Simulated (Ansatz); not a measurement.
Crystal: HgSe.

```
Hg Se
1.0
     0.00000    3.03900    3.03900
     3.03900    0.00000    3.03900
     3.03900    3.03900    0.00000
Hg Se
1 1
Direct
  0.00000 0.00000 0.00000
  0.75000 0.75000 0.75000
```

```yaml
Program: Ansatz 0.2.0
Task: relaxation of cell and atoms
Functional: revPBE
Potentials_or_basis: all-electron LAPW, scalar-relativistic
Basis_error_allowed: 0.001 eV/atom
k_mesh: 8 × 8 × 8
Occupations: fermi-dirac, width 0.05 eV
Spin: no spin polarisation
```

At the start: volume 28.07 Å³/atom.

Task: Where does the relaxation end?

Result: Over 5 steps the energy falls by 61.8 meV/atom and the volume is 31.67 Å³/atom (+12.8 %); space group F-43m (No. 216, to 0.05 Å).

The path:
```csv
step,energy change (eV),largest force (eV/Å),volume (Å³)
1,0.0000,0.0000,56.13
2,-0.1189,0.0000,64.97
3,-0.1233,0.0000,63.71
4,-0.1235,0.0000,63.33
5,-0.1235,0.0000,63.33
```

Final structure:
```
Hg Se
1.0
     0.00000    3.16376    3.16376
     3.16376    0.00000    3.16376
     3.16376    3.16376    0.00000
Hg Se
1 1
Direct
  0.00000 0.00000 0.00000
  0.75000 0.75000 0.75000
```

Caveat: the volume moved by +13 % from the deposited cell, more than functionals usually miss.
